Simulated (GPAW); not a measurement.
Here is a GPAW 26.7.0 calculation.

run.py

```python
import numpy as np
from ase.dft.bandgap import bandgap
from ase.io import write
from ase.spacegroup import crystal
from gpaw import GPAW, PW
from gpaw.response.df import DielectricFunction

# Pb 4a
# Se 4b
atoms = crystal(['Pb', 'Se'],
                basis=[[0.0, 0.0, 0.0],
                       [0.5, 0.0, 0.0]],
                spacegroup=225, setting=1,  # Fm-3m
                cellpar=[5.95350798, 5.95350798, 5.95350798, 90.0, 90.0, 90.0],
                primitive_cell=True)

calc = GPAW(mode=PW(450),
            xc='PBE',
            kpts={'size': (6, 6, 6), 'gamma': True},
            occupations={'name': 'fermi-dirac', 'width': 0.001},
            nbands=19,
            convergence={'density': 1e-06},
            maxiter=150,
            txt='gpaw.txt')
atoms.calc = calc
energy = atoms.get_potential_energy()
calc.write('gs.gpw')
write('result.traj', atoms)
print(f'Energy: {energy:.6f} eV')
print('Fermi level:', round(calc.get_fermi_level(), 4), 'eV')
print(f'Gap: {bandgap(calc)[0]:.4f} eV, direct: {bandgap(calc, direct=True)[0]:.4f} eV')

dense = calc.fixed_density(kpts={'size': (12, 12, 12), 'gamma': True},
                           nbands=36, convergence={'bands': 30},
                           update_fermi_level=True, txt='dense.txt')
dense.write('dense.gpw', mode='all')

df = DielectricFunction('dense.gpw', frequencies=np.array([0.0]), hilbert=False, eta=0.001,
                        ecut=80, nbands=30, txt='df.txt')
for q_c in [[0.0833333333, 0.0833333333, 0.0833333333], [0.1666666667, 0.1666666667, 0.1666666667], [0.25, 0.25, 0.25], [0.3333333333, 0.3333333333, 0.3333333333], [0.5, 0.5, 0.5], [0.75, 0.75, 0.75], [0.9166666667, 0.9166666667, 0.9166666667], [0.0833333333, 0.0, 0.0], [0.1666666667, 0.0, 0.0], [0.25, 0.0, 0.0], [0.3333333333, 0.0, 0.0], [0.5, 0.0, 0.0], [0.75, 0.0, 0.0], [0.9166666667, 0.0, 0.0]]:
    e0, e = df.get_dielectric_function(xc='RPA', q_c=q_c, filename=None)
    q = np.linalg.norm(2 * np.pi * np.array(q_c) @ atoms.cell.reciprocal())
    print(q_c, f'|q| = {q:.4f} 1/A: eps {e0[0].real:.4f} without, {e[0].real:.4f} with local fields')
```

Potentials or basis: GPAW PAW data sets (gpaw-data 1.2.1), pw.

Run with:

```bash
$ OMP_NUM_THREADS=1 python run.py
```

Q: Estimate the band gap on the k mesh.

A: 0.07 eV, direct.

Caveat: spin-orbit coupling is left out, which as a rule narrows the gap of such compounds by several tenths of an eV. A k mesh can miss the band edges.
